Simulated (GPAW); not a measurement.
ZnO (zincite):

```
Zn O
1.0
     3.24931    0.00000    0.00000
    -1.62465    2.81398    0.00000
     0.00000    0.00000    5.20571
Zn O
2 2
Direct
  0.66667 0.33333 0.00000
  0.33333 0.66667 0.50000
  0.33333 0.66667 0.87901
  0.66667 0.33333 0.37901
```

Base run:

- Program: GPAW 26.7.0
- Functional: PBE
- Potentials or basis: GPAW PAW data sets (gpaw-data 1.2.1)
- Cutoff: 600 eV
- Basis: pw
- k mesh: 8 × 8 × 4
- Occupations: fermi-dirac, width 0.05 eV
- Spin: no spin polarisation

Its results: band gap on the k mesh 0.79 eV, direct; pressure 1.3 GPa; largest force 0.075 eV/Å.

Q: The run is repeated on the same cell with these changes: cutoff from 600 eV to 800 eV; k mesh from 8 × 8 × 4 to 6 × 6 × 3. What comes out?

A: Band gap on the k mesh 0.79 eV, direct; pressure 5.1 GPa; largest force 0.073 eV/Å.

Caveats: the cutoff is short for stress and forces, so pressures can be off by a GPa or more (some runs).
